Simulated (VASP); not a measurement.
The system is ZnO.

```
Zn O
1.0
     3.24931    0.00000    0.00000
    -1.62465    2.81398    0.00000
     0.00000    0.00000    5.20571
Zn O
2 2
Direct
  0.33333 0.66667 0.50000
  0.66667 0.33333 0.00000
  0.66667 0.33333 0.37901
  0.33333 0.66667 0.87901
```

- Program: VASP 6.6.1
- Task: relaxation of cell and atoms
- Functional: rev-vdW-DF2
- Potentials or basis: VASP PAW PBE potentials, release 64 (Zn, O)
- Cutoff: 600 eV
- k mesh: 9 × 9 × 5
- Occupations: gaussian, width 0.03 eV
- Spin: no spin polarisation

At the start: pressure 2.5 GPa; volume 11.90 Å³/atom.

Task: How do energy, volume and symmetry change on relaxing?

Result: Over 10 steps the energy falls by 2.2 meV/atom and the volume is 12.12 Å³/atom (+1.9 %); space group P6_3mc (No. 186, to 0.05 Å).

Step by step:
```tsv
step	energy change (eV)	largest force (eV/Å)	pressure (GPa)	volume (Å³)
1	0.0000	0.0671	2.55	47.60
2	-0.0069	0.0364	-1.09	48.91
3	-0.0085	0.0105	-0.13	48.52
4	-0.0085	0.0082	-0.05	48.49
5	-0.0086	0.0154	0.05	48.47
6	-0.0086	0.0222	0.10	48.45
7	-0.0087	0.0172	0.08	48.47
8	-0.0087	0.0055	-0.12	48.52
9	-0.0087	0.0071	-0.09	48.51
10	-0.0087	0.0016	-0.02	48.48
```

Final structure:
```
Zn O
1.0
     3.25908    0.00000    0.00000
    -1.62954    2.82245    0.00000
     0.00000    0.00000    5.27033
Zn O
2 2
Direct
  0.33333 0.66667 0.50032
  0.66667 0.33333 0.00032
  0.66667 0.33333 0.37869
  0.33333 0.66667 0.87869
```

Caveat: the PAW data sets were made with another functional, which shifts forces and pressure a little.
